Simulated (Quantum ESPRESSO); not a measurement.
# WS2 (R3m) in Quantum ESPRESSO: further runs

The runs below take WS2 through single point, equation of state, with PBEsol.

All numbers are computed with Quantum ESPRESSO 7.5; they aren't measurements. Logs are shortened: lines on timing, memory, paths and dates and some standing lists are left out, and cuts for length are marked.

## (1) Starting point

It takes space group R3m (No. 160, trigonal). The conventional cell has a = 3.158 Å, b = 3.158 Å, c = 18.490 Å, α = 90.00°, β = 90.00°, γ = 120.00°. W (site symmetry 3m) is surrounded by 6 S at 2.39 to 2.42 Å. S (site symmetry 3m) has 3 W at 2.42 Å as nearest neighbours. Around S (site symmetry 3m) lie 3 W at 2.39 Å.

Measurements of this composition are mostly on another form, of space group No. 194.

## (2) Single point, PBEsol, 16.68 Å³/atom

The input, pw.in:

```
&CONTROL
  calculation = 'scf'
  prefix = 'pwscf'
  outdir = './tmp'
  pseudo_dir = './pseudo'
  tstress = .true.
  disk_io = 'nowf'
/
&SYSTEM
  ibrav = 0
  nat = 3
  ntyp = 2
  ecutwfc = 56
  ecutrho = 448
  nbnd = 20
  occupations = 'smearing'
  smearing = 'fd'
  degauss = 0.00367493
/
&ELECTRONS
  conv_thr = 6d-10
  electron_maxstep = 120
  mixing_beta = 0.5
/
ATOMIC_SPECIES
W    183.8400 w_pbesol_v1.2.uspp.F.UPF
S     32.0600 s_pbesol_v1.4.uspp.F.UPF
CELL_PARAMETERS angstrom
   1.5467664657    0.8930260354    6.0375157167
  -1.5467664657    0.8930260354    6.0375157167
   0.0000000000   -1.7860520706    6.0375157167
ATOMIC_POSITIONS crystal
W      0.0000000000    0.0000000000    0.0000000000
S      0.5810000000    0.5810000000    0.5810000000
S      0.7503000000    0.7503000000    0.7503000000
K_POINTS automatic
10 10 10 0 0 0
```

Potentials or basis: GBRV 1.5 PBEsol.

Launch:

```bash
OMP_NUM_THREADS=1 mpirun -n 2 pw.x -nk 2 -in pw.in > pw.out
```

pw.out:

```text
This program is part of the open-source Quantum ESPRESSO suite
     for quantum simulation of materials; please cite
[... 13 lines left out ...]
     --------------------
     sticks:   dense  smooth     PW     G-vecs:    dense   smooth      PW
     Sum        2399    1199    395                54083    19159    3577

     Using Slab Decomposition

     bravais-lattice index     =            0
     lattice parameter (alat)  =      11.8980  a.u.
     unit-cell volume          =     337.6720 (a.u.)^3
     number of atoms/cell      =            3
     number of atomic types    =            2
     number of electrons       =        26.00
     number of Kohn-Sham states=           20
     kinetic-energy cutoff     =      56.0000  Ry
     charge density cutoff     =     448.0000  Ry
     scf convergence threshold =      6.0E-10
     mixing beta               =       0.5000
     number of iterations used =            8  plain     mixing
     Exchange-correlation= SLA  PW   PSX  PSC
                           (   1   4  10   8   0   0   0)

     celldm(1)=  11.898010  celldm(2)=   0.000000  celldm(3)=   0.000000
     celldm(4)=   0.000000  celldm(5)=   0.000000  celldm(6)=   0.000000

     crystal axes: (cart. coord. in units of alat)
               a(1) = (   0.245668   0.141837   0.958921 )
               a(2) = (  -0.245668   0.141837   0.958921 )
               a(3) = (   0.000000  -0.283673   0.958921 )

     reciprocal axes: (cart. coord. in units 2 pi/alat)
               b(1) = (  2.035264  1.175060  0.347613 )
               b(2) = ( -2.035264  1.175060  0.347613 )
               b(3) = (  0.000000 -2.350120  0.347613 )

     PseudoPot. # 1 for W  read from file:
     w_pbesol_v1.2.uspp.F.UPF
     Pseudo is Ultrasoft + core correction, Zval = 14.0
     Generated by new atomic code, or converted to UPF format
     Using radial grid of  923 points,  8 beta functions with:
                l(1) =   0
                l(2) =   0
                l(3) =   0
                l(4) =   1
                l(5) =   1
                l(6) =   2
                l(7) =   2
                l(8) =   3
     Q(r) pseudized with  6 coefficients,  rinner =    1.350   1.350   1.350
                                                       1.350   1.350   1.350
                                                       1.350

     PseudoPot. # 2 for S  read from file:
     s_pbesol_v1.4.uspp.F.UPF
     Pseudo is Ultrasoft + core correction, Zval =  6.0
     Generated by new atomic code, or converted to UPF format
     Using radial grid of  907 points,  6 beta functions with:
                l(1) =   0
                l(2) =   0
                l(3) =   1
                l(4) =   1
                l(5) =   2
                l(6) =   2
     Q(r) pseudized with  8 coefficients,  rinner =    1.300   1.300   1.300
                                                       1.300   1.300

     atomic species   valence    mass     pseudopotential
     W                14.00   183.84000     W ( 1.00)
     S                 6.00    32.06000     S ( 1.00)

      6 Sym. Ops. (no inversion) found

   Cartesian axes

     site n.     atom                  positions (alat units)
         1        W      tau(   1) = (   0.0000000   0.0000000   0.0000000  )
         2        S      tau(   2) = (  -0.0000000   0.0000000   1.6713992  )
         3        S      tau(   3) = (  -0.0000000   0.0000000   2.1584352  )

     number of k points=   116  Fermi-Dirac smearing, width (Ry)=  0.0037

     Number of k-points >= 100: set verbosity='high' to print them.

     Dense  grid:    54083 G-vectors     FFT dimensions: (  81,  81,  81)

     Smooth grid:    19159 G-vectors     FFT dimensions: (  60,  60,  60)

     Initial potential from superposition of free atoms

     starting charge      25.8996, renormalised to      26.0000

     negative rho (up, down):  6.238E-02 0.000E+00
     Starting wfcs are   21 randomized atomic wfcs

     Self-consistent Calculation

     iteration #  1     ecut=    56.00 Ry     beta= 0.50
     Davidson diagonalization with overlap
     ethr =  1.00E-02,  avg # of iterations =  5.5

     Threshold (ethr) on eigenvalues was too large:
     Diagonalizing with lowered threshold

     Davidson diagonalization with overlap
     ethr =  3.07E-04,  avg # of iterations =  3.8

     negative rho (up, down):  6.455E-02 0.000E+00

     total energy              =    -207.24320399 Ry
     estimated scf accuracy    <       0.08993029 Ry

     iteration #  2     ecut=    56.00 Ry     beta= 0.50
     Davidson diagonalization with overlap
     ethr =  3.46E-04,  avg # of iterations =  2.2

     negative rho (up, down):  6.617E-02 0.000E+00

     total energy              =    -207.25715421 Ry
     estimated scf accuracy    <       0.00634044 Ry

     iteration #  3     ecut=    56.00 Ry     beta= 0.50
     Davidson diagonalization with overlap
     ethr =  2.44E-05,  avg # of iterations =  5.0

     negative rho (up, down):  6.669E-02 0.000E+00

     total energy              =    -207.25717478 Ry
     estimated scf accuracy    <       0.00489964 Ry

     iteration #  4     ecut=    56.00 Ry     beta= 0.50
     Davidson diagonalization with overlap
     ethr =  1.88E-05,  avg # of iterations =  2.0

     negative rho (up, down):  6.744E-02 0.000E+00

     total energy              =    -207.25808275 Ry
     estimated scf accuracy    <       0.00127384 Ry

     iteration #  5     ecut=    56.00 Ry     beta= 0.50
     Davidson diagonalization with overlap
     ethr =  4.90E-06,  avg # of iterations =  2.0

     negative rho (up, down):  6.748E-02 0.000E+00

     total energy              =    -207.25822438 Ry
     estimated scf accuracy    <       0.00003085 Ry

     iteration #  6     ecut=    56.00 Ry     beta= 0.50
     Davidson diagonalization with overlap
     ethr =  1.19E-07,  avg # of iterations =  4.4

     negative rho (up, down):  6.744E-02 0.000E+00

     total energy              =    -207.25824100 Ry
     estimated scf accuracy    <       0.00001236 Ry

     iteration #  7     ecut=    56.00 Ry     beta= 0.50
     Davidson diagonalization with overlap
     ethr =  4.75E-08,  avg # of iterations =  2.0

     negative rho (up, down):  6.738E-02 0.000E+00

     total energy              =    -207.25824322 Ry
     estimated scf accuracy    <       0.00000096 Ry

     iteration #  8     ecut=    56.00 Ry     beta= 0.50
     Davidson diagonalization with overlap
     ethr =  3.68E-09,  avg # of iterations =  3.3

     negative rho (up, down):  6.735E-02 0.000E+00

     total energy              =    -207.25824351 Ry
     estimated scf accuracy    <       0.00000005 Ry

     iteration #  9     ecut=    56.00 Ry     beta= 0.50
     Davidson diagonalization with overlap
     ethr =  2.06E-10,  avg # of iterations =  3.8

     negative rho (up, down):  6.734E-02 0.000E+00

     total energy              =    -207.25824354 Ry
     estimated scf accuracy    <       0.00000001 Ry

     iteration # 10     ecut=    56.00 Ry     beta= 0.50
     Davidson diagonalization with overlap
     ethr =  5.39E-11,  avg # of iterations =  2.0

     negative rho (up, down):  6.734E-02 0.000E+00

     total energy              =    -207.25824354 Ry
     estimated scf accuracy    <          7.0E-10 Ry

     iteration # 11     ecut=    56.00 Ry     beta= 0.50
     Davidson diagonalization with overlap
     ethr =  2.69E-12,  avg # of iterations =  3.6

     negative rho (up, down):  6.734E-02 0.000E+00

     End of self-consistent calculation

     Number of k-points >= 100: set verbosity='high' to print the bands.

     the Fermi energy is    13.2500 ev

!    total energy              =    -207.25824354 Ry
     estimated scf accuracy    <          4.2E-11 Ry
     smearing contrib. (-TS)   =      -0.00000005 Ry
     internal energy E=F+TS    =    -207.25824349 Ry

     The total energy is F=E-TS. E is the sum of the following terms:
     one-electron contribution =     -77.20006066 Ry
     hartree contribution      =      50.39395751 Ry
     xc contribution           =     -58.02673324 Ry
     ewald contribution        =    -122.42540710 Ry

     convergence has been achieved in  11 iterations

     Computing stress (Cartesian axis) and pressure

     negative rho (up, down):  6.734E-02 0.000E+00
          total   stress  (Ry/bohr**3)                   (kbar)     P=      115.02
   0.00073205   0.00000000  -0.00000000          107.69        0.00       -0.00
   0.00000000   0.00073205  -0.00000000            0.00      107.69       -0.00
   0.00000000  -0.00000000   0.00088160            0.00       -0.00      129.69

=------------------------------------------------------------------------------=
   JOB DONE.
=------------------------------------------------------------------------------=
```

Wall time 2.7 min (2 MPI ranks of Intel Xeon Platinum 8488C (Sapphire Rapids), shared host); peak memory 0.62 GiB.

What came out:

```
Free energy            : -2819.8921 eV
Pressure               : 11.5 GPa
Band gap on the k mesh : 0.94 eV, indirect (least direct gap 2.37 eV)
```

Caveat: spin-orbit coupling is left out, which moves the levels of the heavy elements.

## (3) Single point, PBEsol, 17.03 Å³/atom

pw.in, as its differences from that of step 2:

```diff
@@ -28,5 +28,5 @@
 CELL_PARAMETERS angstrom
-   1.5467664657    0.8930260354    6.0375157167
-  -1.5467664657    0.8930260354    6.0375157167
-   0.0000000000   -1.7860520706    6.0375157167
+   1.5576595461    0.8993151583    6.0800348339
+  -1.5576595461    0.8993151583    6.0800348339
+   0.0000000000   -1.7986303165    6.0800348339
 ATOMIC_POSITIONS crystal
```

Potentials or basis: GBRV 1.5 PBEsol.

Launch:

```bash
OMP_NUM_THREADS=1 mpirun -n 2 pw.x -nk 2 -in pw.in > pw.out
```

It took 2.2 min on 2 MPI ranks of Intel Xeon Platinum 8488C (Sapphire Rapids), shared host; peak memory 0.62 GiB.

Results (log left out):

- Free energy: -2819.9536 eV
- Pressure: 7.1 GPa
- Band gap on the k mesh: 0.97 eV, indirect (least direct gap 2.35 eV)

Caveat: spin-orbit coupling is left out, which moves the levels of the heavy elements.

## (4) Single point, PBEsol, 17.39 Å³/atom

pw.in, as its differences from that of step 3:

```diff
@@ -28,5 +28,5 @@
 CELL_PARAMETERS angstrom
-   1.5576595461    0.8993151583    6.0800348339
-  -1.5576595461    0.8993151583    6.0800348339
-   0.0000000000   -1.7986303165    6.0800348339
+   1.5684023653    0.9055175278    6.1219674337
+  -1.5684023653    0.9055175278    6.1219674337
+   0.0000000000   -1.8110350555    6.1219674337
 ATOMIC_POSITIONS crystal
```

Launch:

```bash
OMP_NUM_THREADS=1 mpirun -n 2 pw.x -nk 2 -in pw.in > pw.out
```

It took 2.3 min on 2 MPI ranks of Intel Xeon Platinum 8488C (Sapphire Rapids), shared host; peak memory 0.62 GiB.

The run converged. Its results:

- Free energy: -2819.9874 eV
- Pressure: 3.1 GPa
- Band gap on the k mesh: 1.00 eV, indirect (least direct gap 2.29 eV)

Caveat: spin-orbit coupling is left out, which moves the levels of the heavy elements.

## (5) Single point, PBEsol, 17.74 Å³/atom

pw.in, as its differences from that of step 4:

```diff
@@ -28,5 +28,5 @@
 CELL_PARAMETERS angstrom
-   1.5684023653    0.9055175278    6.1219674337
-  -1.5684023653    0.9055175278    6.1219674337
-   0.0000000000   -1.8110350555    6.1219674337
+   1.5790000000    0.9116360751    6.1633333333
+  -1.5790000000    0.9116360751    6.1633333333
+   0.0000000000   -1.8232721501    6.1633333333
 ATOMIC_POSITIONS crystal
```

Launch:

```bash
OMP_NUM_THREADS=1 mpirun -n 2 pw.x -nk 2 -in pw.in > pw.out
```

It took 2.3 min on 2 MPI ranks of Intel Xeon Platinum 8488C (Sapphire Rapids), shared host; peak memory 0.64 GiB.

Results (log left out):

* Free energy: -2819.9963 eV
* Pressure: -0.4 GPa
* Band gap on the k mesh: 1.02 eV, indirect (least direct gap 2.23 eV)

Caveat: spin-orbit coupling is left out, which moves the levels of the heavy elements.

## (6) Single point, PBEsol, 18.10 Å³/atom

pw.in, as its differences from that of step 5:

```diff
@@ -28,5 +28,5 @@
 CELL_PARAMETERS angstrom
-   1.5790000000    0.9116360751    6.1633333333
-  -1.5790000000    0.9116360751    6.1633333333
-   0.0000000000   -1.8232721501    6.1633333333
+   1.5894572584    0.9176735760    6.2041512999
+  -1.5894572584    0.9176735760    6.2041512999
+   0.0000000000   -1.8353471520    6.2041512999
 ATOMIC_POSITIONS crystal
```

Potentials or basis: GBRV 1.5 PBEsol.

Launch:

```bash
OMP_NUM_THREADS=1 mpirun -n 2 pw.x -nk 2 -in pw.in > pw.out
```

It took 2.8 min on 2 MPI ranks of Intel Xeon Platinum 8488C (Sapphire Rapids), shared host; peak memory 0.7 GiB.

It converged, with:

| Item | Value |
| --- | --- |
| Free energy | -2819.9828 eV |
| Pressure | -3.6 GPa |
| Band gap on the k mesh | 1.04 eV, indirect (least direct gap 2.17 eV) |

Caveat: spin-orbit coupling is left out, which moves the levels of the heavy elements.

## (7) Single point, PBEsol, 18.45 Å³/atom

pw.in, as its differences from that of step 6:

```diff
@@ -28,5 +28,5 @@
 CELL_PARAMETERS angstrom
-   1.5894572584    0.9176735760    6.2041512999
-  -1.5894572584    0.9176735760    6.2041512999
-   0.0000000000   -1.8353471520    6.2041512999
+   1.5997786986    0.9236326623    6.2444391255
+  -1.5997786986    0.9236326623    6.2444391255
+   0.0000000000   -1.8472653246    6.2444391255
 ATOMIC_POSITIONS crystal
```

Launch:

```bash
OMP_NUM_THREADS=1 mpirun -n 2 pw.x -nk 2 -in pw.in > pw.out
```

Wall time 2.3 min (2 MPI ranks of Intel Xeon Platinum 8488C (Sapphire Rapids), shared host); peak memory 0.7 GiB.

The run converged. Its results:

```yaml
Free_energy: -2819.9492 eV
Pressure: -6.5 GPa
Band_gap_on_the_k_mesh: 1.06 eV, indirect (least direct gap 2.12 eV)
```

Caveat: spin-orbit coupling is left out, which moves the levels of the heavy elements.

## (8) Single point, PBEsol, 18.81 Å³/atom

pw.in, as its differences from that of step 7:

```diff
@@ -28,5 +28,5 @@
 CELL_PARAMETERS angstrom
-   1.5997786986    0.9236326623    6.2444391255
-  -1.5997786986    0.9236326623    6.2444391255
-   0.0000000000   -1.8472653246    6.2444391255
+   1.6099686466    0.9295158316    6.2842136955
+  -1.6099686466    0.9295158316    6.2842136955
+   0.0000000000   -1.8590316630    6.2842136955
 ATOMIC_POSITIONS crystal
```

Launch:

```bash
OMP_NUM_THREADS=1 mpirun -n 2 pw.x -nk 2 -in pw.in > pw.out
```

It took 2.2 min on 2 MPI ranks of Intel Xeon Platinum 8488C (Sapphire Rapids), shared host; peak memory 0.7 GiB.

It converged, with:

```yaml
Free_energy: -2819.8975 eV
Pressure: -9.0 GPa
Band_gap_on_the_k_mesh: 1.07 eV, indirect (least direct gap 2.06 eV)
```

Caveat: spin-orbit coupling is left out, which moves the levels of the heavy elements.

## (9) Equation of state, PBEsol

Potentials or basis: GBRV 1.5 PBEsol.

No new run: the results of the series are fitted here.

Results:

```yaml
Equilibrium_volume: 17.70 Å³/atom
Bulk_modulus_at_fixed_shape_and_positions: 170 GPa
Pressure_derivative_of_the_bulk_modulus: 4.4
```

Energy against volume, from the lowest point:
| volume (Å³/atom) | energy (meV/atom) |
| --- | --- |
| 16.679 | 34.74 |
| 17.034 | 14.22 |
| 17.389 | 2.95 |
| 17.744 | 0.00 |
| 18.099 | 4.51 |
| 18.454 | 15.71 |
| 18.809 | 32.92 |

Caveat: the cell was scaled at fixed shape and fractional positions, which overstates the stiffness of a crystal with free parameters, most of all of layers and chains. The run has no spin-orbit coupling, so splittings on W are missing.
